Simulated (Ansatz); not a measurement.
Runs of Ansatz 0.2.0 on HfN. The structure is cubic, space group Fm-3m (No. 225). Conventional cell: a = 4.512 Å, b = 4.512 Å, c = 4.512 Å, α = 90.00°, β = 90.00°, γ = 90.00°. Around Hf (site symmetry m-3m) lie 6 N at 2.26 Å. N (site symmetry m-3m) has 6 Hf at 2.26 Å as nearest neighbours. 

| task | level | U | k mesh | cutoff (eV) | points for each segment of the path | hubbard projectors | double counting | mesh quality | gap on the mesh (eV) | pressure (GPa) |
| --- | --- | --- | --- | --- | --- | --- | --- | --- | --- | --- |
| band structure | PBEsol+U | Hf d U = 5 eV | 10 × 10 × 10 | 420 | 14 | ortho-atomic (the default) | fll (the default) | not flagged | none | 5.5 |
| projected density of states | PBEsol | - | 6 × 6 × 6 | 420 | - | - | - | coarse | none | (b) |
| projected density of states | revPBE | - | 6 × 6 × 6 | 420 | - | - | - | coarse | none | 9.8 |
| projected density of states | r2SCAN0 | - | 6 × 6 × 6 | 500 | - | - | - | coarse | none | (c) |
| band structure | PBEsol+U | Hf d U = 3 eV | 10 × 10 × 10 | 420 | 14 | ortho-atomic (the default) | fll (the default) | not flagged | none | 2.4 |
| band structure | PBEsol+U | Hf d U = 1 eV | 10 × 10 × 10 | 420 | 14 | ortho-atomic (the default) | fll (the default) | not flagged | none | -0.6 |
| band structure | PBEsol+U | Hf d U = 8 eV | 10 × 10 × 10 | 420 | 14 | ortho-atomic (the default) | fll (the default) | not flagged | none | 10.9 |
| band structure | PBEsol+U | Hf d U = 6 eV | 10 × 10 × 10 | 420 | 14 | ortho-atomic (the default) | fll (the default) | not flagged | none | (a) |

Alike in all rows: potentials or basis Ansatz PAW; no spin polarisation; cell as given; smearing fermi-dirac 0.05 eV.

Estimate the missing entries.

(a) 7.2; (b) -2.1; (c) -0.2.

Caveats: some runs use coarse meshes; the PAW data sets come from PBE, with cores solved anew for the run's functional, which leaves a small shift of forces and pressure; spin-orbit coupling is left out, which moves the levels of the heavy elements (some runs); U without spin polarisation on a metal has little footing (some runs); the thresholds are loose for stress (some runs).

A k mesh can miss the band edges, and the runs leave out spin-orbit coupling on Hf.

A gap of «none» marks a metal or a gap under the smearing width.
